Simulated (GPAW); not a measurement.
Crystal: CO2.

```
CELL_PARAMETERS angstrom
-1.97473 1.97473 3.01406
1.97473 -1.97473 3.01406
1.97473 1.97473 -3.01406
ATOMIC_POSITIONS crystal
O 0.87500 0.95980 0.58480
O 0.37500 0.29020 0.41520
O 0.04020 0.62500 0.91520
O 0.70980 0.12500 0.08480
C 0.00000 0.00000 0.00000
C 0.75000 0.25000 0.50000
```

The cell comes from a database or a generator and needn't be the stable form of this composition.

Base run:

```yaml
Program: GPAW 26.7.0
Functional: r2SCAN
Potentials_or_basis: GPAW PAW data sets (gpaw-data 1.2.1)
Cutoff: 800 eV
Basis: pw
k_mesh: 6 × 6 × 6
Occupations: fermi-dirac, width 0.05 eV
Spin: no spin polarisation
```

Its results: band gap on the k mesh 8.49 eV, indirect (least direct gap 8.89 eV).

Q: The run is repeated on the same cell with these changes: functional from r2SCAN to TB-mBJ; potentials or basis from GPAW PAW data sets (gpaw-data 1.2.1) to GPAW PAW data sets for LDA (gpaw-data 1.2.1). What comes out?

A: Band gap on the k mesh 10.07 eV, indirect (least direct gap 10.30 eV).

Caveats: a model potential gives levels but no total energy (some runs).
